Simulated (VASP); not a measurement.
Here is a VASP 6.6.1 calculation.

The input INCAR:

```
ALGO = Normal
EDIFF = 1E-6
ENCUT = 520
GGA = PE
ISIF = 2
ISMEAR = 0
LASPH = True
LCHARG = False
LREAL = False
LWAVE = False
NBANDS = 16
NELM = 100
PREC = Accurate
SIGMA = 0.05
```

The input KPOINTS:

```
k-points
0
Gamma
  4 4 4
```

Contents of POSCAR:

```
AgI
1.0
    0.0000000000      3.5974695273      3.5974695273
    3.5974695273      0.0000000000      3.5974695273
    3.5974695273      3.5974695273      0.0000000000
Ag I
1 1
Direct
    0.0000000000      0.0000000000      0.0000000000
    0.2500000000      0.2500000000      0.2500000000
```

Potentials or basis: VASP PAW PBE potentials, release 64 (Ag, I).

Launch:

```bash
$ cat potpaw_PBE.64/Ag/POTCAR potpaw_PBE.64/I/POTCAR > POTCAR
$ mpirun -np 1 vasp_std > vasp.out
```

Problem. Estimate the band gap on the k mesh.

Solution. 1.38 eV, direct.

Problem. What does it give for the pressure?

Solution. -3.3 GPa.

Caveat: spin-orbit coupling is left out, which moves the levels of the heavy elements.
